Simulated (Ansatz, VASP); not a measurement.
Two plane-wave programs on HfO2

```xyz
6
Lattice="3.5859 0.0000 0.0000 0.0000 3.5859 0.0000 0.0000 0.0000 5.2320" Properties=species:S:1:pos:R:3 pbc="T T T"
Hf    1.7930    1.7930    2.6160
Hf    0.0000    0.0000    0.0000
O     0.0000    1.7930    3.6297
O     1.7930    0.0000    4.2184
O     1.7930    0.0000    1.6024
O     0.0000    1.7930    1.0137
```

Alike in both runs: functional r2SCAN; k mesh 6 × 6 × 6; occupations gaussian, width 0.02 eV; no spin polarisation.

Ansatz relaxed the structure, and its values are those at the end. VASP's run is a single point on that final structure, the one shown.

|  | VASP | Ansatz |
| --- | --- | --- |
| version | VASP 6.6.1 | Ansatz 0.2.0 |
| potentials or method | VASP PAW PBE potentials, release 64 (Hf_pv, O) | scalar-relativistic, plane waves, PAW |
| plane-wave cutoff (eV) | 520 | 500 |
| valence electrons in the cell | 44 | 76 |

```tsv
	VASP	Ansatz	Ansatz less VASP
gap on the k mesh at the Fermi level (eV)	5.24	5.27	+0.024
least direct gap on the mesh (eV)	5.32	5.33	+0.018
pressure (GPa)	-5.5	-2.0	+3.49
rms of the force components (eV/Å)	0.031	0.001	-0.0304
```

The two sets of potentials don't hold the same shells in valence.

Caveats: the PAW data sets were made with another functional, which shifts forces and pressure a little (VASP); spin-orbit coupling is left out, which moves the levels of the heavy elements. A k mesh can miss the band edges. r2SCAN opens gaps a little over a GGA but as a rule still falls short of measured ones.
